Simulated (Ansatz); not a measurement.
Cubic perovskite BaSnO3, relaxed in Ansatz (plane waves) with several semilocal functionals. Each gives its own volume and its own bulk modulus:

```
level   V0 (Å³/atom)  bulk modulus B0 (GPa)   ln V0   ln B0
------  ------------  ---------------------  ------  ------
LDA           13.613                  165.6  2.6110  5.1096
PBEsol        14.007                  151.0  2.6396  5.0173
r²SCAN        14.102                  158.1  2.6463  5.0632
PBE           14.565                  133.4  2.6786  4.8934
RPBE          14.985                  119.5  2.7070  4.7833
BLYP          15.114                  119.0  2.7156  4.7791
```

**Question.** Fit a straight line to ln B0 against ln V0. What does it predict for r²SCAN+rVV10, whose volume is 13.969 Å³/atom?

**Answer.** With x = ln V0 and y = ln B0: means 2.66635 and 4.94098; Σ(Δx Δy) = -0.02879, Σ(Δx²) = 0.008409, so the slope is -3.42. At x = 2.6368 the line gives y = 4.94098 + (-3.42) × (2.6368 − 2.66635) = 5.0420, or 154.8 GPa. The run with r²SCAN+rVV10 gives 163.3 GPa, +5.5 % from the line. The rows used scatter about it by up to 5.5 %, while the largest value lies 39 % above the smallest. For comparison, PBE's own equation of state has B′ = 5.3, the slope −d ln B/d ln V at a fixed functional; the two needn't agree, since functionals also differ at one volume.

Ansatz's density-functional and Hartree–Fock values are scalar-relativistic unless marked +SOC, with PAW data made under PBE.

Ansatz is an electronic-structure program.
